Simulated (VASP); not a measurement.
**ZnS in VASP 6.6.1, single-point calculation**

INCAR

```
LWAVE = .FALSE.
ISMEAR = -1
NELM = 120
EDIFF = 1E-7
IBRION = -1
PREC = Accurate
TIME = 0.4
LCHARG = .FALSE.
ISIF = 2
GGA = PE
NSW = 0
ALGO = Damped
LASPH = .TRUE.
LREAL = .FALSE.
SIGMA = 0.02
NBANDS = 16
ENCUT = 520
```

KPOINTS

```
KPOINTS created by Atomic Simulation Environment
0
Gamma
8 8 8
0 0 0
```

POSCAR

```
Zn S
 1.0000000000000000
     0.0000000000000000    2.6940858314999998    2.5863223983000001
     2.6940858314999998    0.0000000000000000    2.5863223983000001
     2.6940858314999998    2.6940858314999998    0.0000000000000000
 Zn  S
   1   1
Cartesian
  0.0000000000000000  0.0000000000000000  0.0000000000000000
  1.3470429157499997  1.3470429157499997  1.2931611991500001
```

The recommended PBE PAW datasets give the neutral cell 18 valence electrons.

Command

```
mpirun -np 1 vasp_std
```

Task: How does this run end, and what does it give?

Result: It converged. Results: gap between bands v and c on the k mesh 2.24 eV; least direct gap on the k mesh 2.24 eV; pressure 6.0 GPa. Band v is the last that the valence electrons fill when counted band by band, and c is the next.

OSZICAR

```
N       E                     dE             d eps       ncg     rms           ort
DAV:   1     0.150118852497E+03    0.15012E+03   -0.87786E+03   944   0.152E+03
DAV:   2     0.292299649329E+02   -0.12089E+03   -0.11279E+03   944   0.333E+02
DAV:   3    -0.743026805920E+00   -0.29973E+02   -0.28925E+02   944   0.144E+02
DAV:   4    -0.626145437915E+01   -0.55184E+01   -0.54308E+01   944   0.675E+01
DAV:   5    -0.715988200143E+01   -0.89843E+00   -0.89069E+00   944   0.252E+01
SDA:   6    -0.620232704040E+01    0.95755E+00   -0.99369E+00   944   0.248E+01   0.000E+00
DMP:   7    -0.664828975884E+01   -0.44596E+00   -0.16369E+00   944   0.494E+00  -0.221E+00
DMP:   8    -0.673876517589E+01   -0.90475E-01   -0.10325E+00   944   0.242E+00   0.432E-01
DMP:   9    -0.677494955941E+01   -0.36184E-01   -0.20468E-01   944   0.812E-01  -0.786E-01
DMP:  10    -0.678817073912E+01   -0.13221E-01   -0.17950E-01   944   0.393E-01   0.147E-01
...
DMP:  16    -0.679678336481E+01   -0.31752E-04   -0.59375E-04   944   0.148E-03   0.197E-05
DMP:  17    -0.679681328857E+01   -0.29924E-04   -0.36446E-05   944   0.866E-05   0.119E-05
DMP:  18    -0.679681185463E+01    0.14339E-05   -0.68973E-05   944   0.233E-04  -0.159E-04
DMP:  19    -0.679681619961E+01   -0.43450E-05   -0.18487E-05   944   0.304E-05   0.414E-05
DMP:  20    -0.679681668570E+01   -0.48608E-06   -0.65516E-06   944   0.244E-05  -0.209E-05
DMP:  21    -0.679681698285E+01   -0.29716E-06   -0.32692E-06   944   0.693E-06   0.326E-06
DMP:  22    -0.679681708279E+01   -0.99933E-07   -0.10902E-06   944   0.341E-06  -0.178E-06
DMP:  23    -0.679681720239E+01   -0.11960E-06   -0.57601E-07   944   0.114E-06   0.792E-07
DMP:  24    -0.679681726660E+01   -0.64213E-07   -0.53194E-08   944   0.284E-07  -0.395E-07
   1 F= -.67968173E+01 E0= -.67968173E+01  d E =-.156540E-11
```

For comparison, a separate PBE run of the intended cell, on usual settings and not on those above, gives a gap of 2.24 eV on its mesh and a pressure of 6.0 GPa.
